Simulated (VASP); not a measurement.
# TiSe2 (P-3m1) in VASP: further runs, part 2 of 2

VASP 6.6.1.

### Step 8. Equation of state, PBE

The COD entry that gives the cell may itself be a prediction, so a difference from it is no test against experiment.

Potentials or basis: VASP PAW PBE potentials, release 64 (Se, Ti_sv).

This step only gathers the single runs of the series.

What came out:

- Equilibrium volume: 22.09 Å³/atom
- Bulk modulus at fixed shape and positions: 79 GPa
- Pressure derivative of the bulk modulus: 4.1

Energy against volume, from the lowest point:
```
volume (Å³/atom)  energy (meV/atom)
          20.371              37.88
          20.804              20.42
          21.237               8.64
          21.671               2.00
          22.104               0.00
          22.538               2.20
          22.971               8.19
```

Caveat: the cell was scaled at fixed shape and fractional positions, which overstates the stiffness of a crystal with free parameters, most of all of layers and chains; this functional lacks dispersion, which binds the layers, so the pressure and a relaxed spacing across them are unreliable.

### Step 9. Equation of state, PBEsol, 20.37 Å³/atom (volume scaled by 0.94)

The input, INCAR:

```
SYSTEM = TiSe2
ALGO = Normal
EDIFF = 1E-7
ENCUT = 520
GGA = PS
ISIF = 2
ISMEAR = -1
LASPH = .TRUE.
LCHARG = .FALSE.
LREAL = .FALSE.
LWAVE = .FALSE.
NBANDS = 19
NELM = 80
PREC = Accurate
SIGMA = 0.05
```

The input, KPOINTS:

```
k-points
0
G
  9 9 5
  0 0 0
```

The input, POSCAR:

```
TiSe2
1.0
    3.4638164804      0.0000000000      0.0000000000
   -1.7319082402      2.9997530661      0.0000000000
    0.0000000000      0.0000000000      5.8814349967
Se Ti
2 1
Direct
    0.6666666667      0.3333333333      0.7448000000
    0.3333333333      0.6666666667      0.2552000000
    0.0000000000      0.0000000000      0.0000000000
```

Potentials or basis: VASP PAW PBE potentials, release 64 (Se, Ti_sv).

Started as:

```sh
$ cat potpaw_PBE.64/Se/POTCAR potpaw_PBE.64/Ti_sv/POTCAR > POTCAR
$ mpirun -np 1 vasp_std > vasp.out
```

It took 91 s on 1 thread of AMD EPYC 7R43 (Zen 3), shared host; peak memory 0.18 GiB.

The run converged. Its results:

| Property | Result |
| --- | --- |
| Free energy | -19.4401 eV |
| Pressure | 3.4 GPa |
| Largest force | 0.589 eV/Å |
| Band gap on the k mesh | none (metal or under the smearing width) |

Caveat: the PAW data sets were made with another functional, which shifts forces and pressure a little; this functional lacks dispersion, which binds the layers, so the pressure and a relaxed spacing across them are unreliable.

### Step 10. Equation of state, PBEsol, 20.80 Å³/atom (volume scaled by 0.96)

INCAR is that of step 9.

KPOINTS is that of step 9.

The input, POSCAR:

```
TiSe2
1.0
    3.4882103579      0.0000000000      0.0000000000
   -1.7441051790      3.0208787837      0.0000000000
    0.0000000000      0.0000000000      5.9228549177
Se Ti
2 1
Direct
    0.6666666667      0.3333333333      0.7448000000
    0.3333333333      0.6666666667      0.2552000000
    0.0000000000      0.0000000000      0.0000000000
```

Started as:

```sh
$ cat potpaw_PBE.64/Se/POTCAR potpaw_PBE.64/Ti_sv/POTCAR > POTCAR
$ mpirun -np 1 vasp_std > vasp.out
```

It took 98 s on 1 thread of AMD EPYC 7R43 (Zen 3), shared host; peak memory 0.18 GiB.

Results (log left out):

```
Free energy            : -19.4592 eV
Pressure               : 1.3 GPa
Largest force          : 0.353 eV/Å
Band gap on the k mesh : none (metal or under the smearing width)
```

Caveat: the PAW data sets were made with another functional, which shifts forces and pressure a little; this functional lacks dispersion, which binds the layers, so the pressure and a relaxed spacing across them are unreliable.

### Step 11. Equation of state, PBEsol, 21.24 Å³/atom (volume scaled by 0.98)

INCAR is that of step 10.

KPOINTS is that of step 10.

The input, POSCAR:

```
TiSe2
1.0
    3.5122677413      0.0000000000      0.0000000000
   -1.7561338707      3.0417130889      0.0000000000
    0.0000000000      0.0000000000      5.9637034838
Se Ti
2 1
Direct
    0.6666666667      0.3333333333      0.7448000000
    0.3333333333      0.6666666667      0.2552000000
    0.0000000000      0.0000000000      0.0000000000
```

Started as:

```sh
$ cat potpaw_PBE.64/Se/POTCAR potpaw_PBE.64/Ti_sv/POTCAR > POTCAR
$ mpirun -np 1 vasp_std > vasp.out
```

Run time: 1.7 min. Hardware: 1 thread of AMD EPYC 7R43 (Zen 3), shared host; peak memory 0.17 GiB.

Results (log left out):

| Item | Value |
| --- | --- |
| Free energy | -19.4626 eV |
| Pressure | -0.5 GPa |
| Largest force | 0.132 eV/Å |
| Band gap on the k mesh | none (metal or under the smearing width) |

Caveat: the PAW data sets were made with another functional, which shifts forces and pressure a little; this functional lacks dispersion, which binds the layers, so the pressure and a relaxed spacing across them are unreliable.

### Step 12. Equation of state, PBEsol, 22.10 Å³/atom (volume scaled by 1.02)

INCAR is that of step 11.

KPOINTS is that of step 11.

The input, POSCAR:

```
TiSe2
1.0
    3.5594179010      0.0000000000      0.0000000000
   -1.7797089505      3.0825463250      0.0000000000
    0.0000000000      0.0000000000      6.0437627482
Se Ti
2 1
Direct
    0.6666666667      0.3333333333      0.7448000000
    0.3333333333      0.6666666667      0.2552000000
    0.0000000000      0.0000000000      0.0000000000
```

Potentials or basis: VASP PAW PBE potentials, release 64 (Se, Ti_sv).

Started as:

```sh
$ cat potpaw_PBE.64/Se/POTCAR potpaw_PBE.64/Ti_sv/POTCAR > POTCAR
$ mpirun -np 1 vasp_std > vasp.out
```

Wall time 1.7 min (1 thread of AMD EPYC 7R43 (Zen 3), shared host); peak memory 0.19 GiB.

It converged, with:

```
Free energy            : -19.4280 eV
Pressure               : -3.7 GPa
Largest force          : 0.263 eV/Å
Band gap on the k mesh : none (metal or under the smearing width)
```

Caveat: the PAW data sets were made with another functional, which shifts forces and pressure a little; this functional lacks dispersion, which binds the layers, so the pressure and a relaxed spacing across them are unreliable.

### Step 13. Equation of state, PBEsol, 22.54 Å³/atom (volume scaled by 1.04)

INCAR is that of step 12.

KPOINTS is that of step 12.

The input, POSCAR:

```
TiSe2
1.0
    3.5825316519      0.0000000000      0.0000000000
   -1.7912658260      3.1025634204      0.0000000000
    0.0000000000      0.0000000000      6.0830090605
Se Ti
2 1
Direct
    0.6666666667      0.3333333333      0.7448000000
    0.3333333333      0.6666666667      0.2552000000
    0.0000000000      0.0000000000      0.0000000000
```

Started as:

```sh
$ cat potpaw_PBE.64/Se/POTCAR potpaw_PBE.64/Ti_sv/POTCAR > POTCAR
$ mpirun -np 1 vasp_std > vasp.out
```

Run time: 1.7 min. Hardware: 1 thread of AMD EPYC 7R43 (Zen 3), shared host; peak memory 0.18 GiB.

It converged, with:

- Free energy: -19.3927 eV
- Pressure: -5.0 GPa
- Largest force: 0.440 eV/Å
- Band gap on the k mesh: none (metal or under the smearing width)

Caveat: the PAW data sets were made with another functional, which shifts forces and pressure a little; this functional lacks dispersion, which binds the layers, so the pressure and a relaxed spacing across them are unreliable.

### Step 14. Equation of state, PBEsol, 22.97 Å³/atom (volume scaled by 1.06)

INCAR is that of step 13.

KPOINTS is that of step 13.

The input, POSCAR:

```
TiSe2
1.0
    3.6053509401      0.0000000000      0.0000000000
   -1.8026754700      3.1223255037      0.0000000000
    0.0000000000      0.0000000000      6.1217553858
Se Ti
2 1
Direct
    0.6666666667      0.3333333333      0.7448000000
    0.3333333333      0.6666666667      0.2552000000
    0.0000000000      0.0000000000      0.0000000000
```

Started as:

```sh
$ cat potpaw_PBE.64/Se/POTCAR potpaw_PBE.64/Ti_sv/POTCAR > POTCAR
$ mpirun -np 1 vasp_std > vasp.out
```

It took 1.8 min on 1 thread of AMD EPYC 7R43 (Zen 3), shared host; peak memory 0.19 GiB.

Results (log left out):

| Item | Value |
| --- | --- |
| Free energy | -19.3471 eV |
| Pressure | -6.2 GPa |
| Largest force | 0.605 eV/Å |
| Band gap on the k mesh | none (metal or under the smearing width) |

Caveat: the PAW data sets were made with another functional, which shifts forces and pressure a little; this functional lacks dispersion, which binds the layers, so the pressure and a relaxed spacing across them are unreliable.

### Step 15. Equation of state, PBEsol

Potentials or basis: VASP PAW PBE potentials, release 64 (Se, Ti_sv).

No new run: the results of the series are fitted here.

Results:

- Equilibrium volume: 21.12 Å³/atom
- Bulk modulus at fixed shape and positions: 88 GPa
- Pressure derivative of the bulk modulus: 4.2

Energy against volume, from the lowest point:
```
volume (Å³/atom)  energy (meV/atom)
          20.371               7.50
          20.804               1.11
          21.237               0.00
          21.671               3.63
          22.104              11.54
          22.538              23.28
          22.971              38.49
```

Caveat: the cell was scaled at fixed shape and fractional positions, which overstates the stiffness of a crystal with free parameters, most of all of layers and chains; the PAW data sets were made with another functional, which shifts forces and pressure a little; this functional lacks dispersion, which binds the layers, so the pressure and a relaxed spacing across them are unreliable.
